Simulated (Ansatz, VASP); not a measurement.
Sn: VASP beside Ansatz

File INCAR:

```
ALGO = Fast ; EDIFF = 1E-7
ENCUT = 520 ; GGA = PS
ISIF = 2 ; ISMEAR = 0
LASPH = True ; LCHARG = False
LREAL = False ; LWAVE = False
NBANDS = 13 ; NELM = 80
PREC = Accurate ; SIGMA = 0.1
```

Contents of KPOINTS:

```
k-points
0
Gamma
  8 8 8
```

Contents of POSCAR:

```
Sn
1.0
   -1.7265390000      1.7755470000      2.3383420000
    1.7265390000     -1.7755470000      2.3383420000
    1.7265390000      1.7755470000     -2.3383420000
Sn
1
Direct
    0.0000000000      0.0000000000      0.0000000000
```

Input for Ansatz:

```yaml
crystal:
  lattice:
    - [-1.726539, 1.775547, 2.338342]
    - [1.726539, -1.775547, 2.338342]
    - [1.726539, 1.775547, -2.338342]
  atoms:
    - { symbol: Sn, position: [0.0, 0.0, 0.0] }
basis:
  ecutwfc: 420
kpoints:
  mp_grid: { grid: [8, 8, 8] }
hamiltonian:
  xc: pbesol
scf:
  occupations: { method: gaussian, width: 0.1 }
output:
  forces: true
  stress: true
  eigenvalues: true
```

This isn't the form of Sn at room conditions, which is tetragonal (white tin).

Alike in both runs: task single point; functional PBEsol; k mesh 8 × 8 × 8; occupations gaussian, width 0.1 eV; no spin polarisation.

|  | VASP | Ansatz |
| --- | --- | --- |
| version | VASP 6.6.1 | Ansatz 0.2.0 |
| potentials or method | VASP PAW PBE potentials, release 64 (Sn_d) | scalar-relativistic, plane waves, PAW |
| plane-wave cutoff (eV) | 520 | 420 |
| valence electrons in the cell | 14 | 14 |

Ansatz gave:

```
gap on the k mesh at the Fermi level (eV)       : none
pressure (GPa)                                  : -3.7
largest component of the traceless stress (GPa) : 0.57
```

Task: Which values does VASP return?

Result: gap on the k mesh at the Fermi level (eV): none; pressure (GPa): -3.8; largest component of the traceless stress (GPa): 0.57.

A gap of «none» marks a metal or a gap that the smearing closes. With one functional, cell and mesh, what is left measures potentials, basis and numerics.

Caveats: the PAW data sets were made with another functional, which shifts forces and pressure a little (VASP).
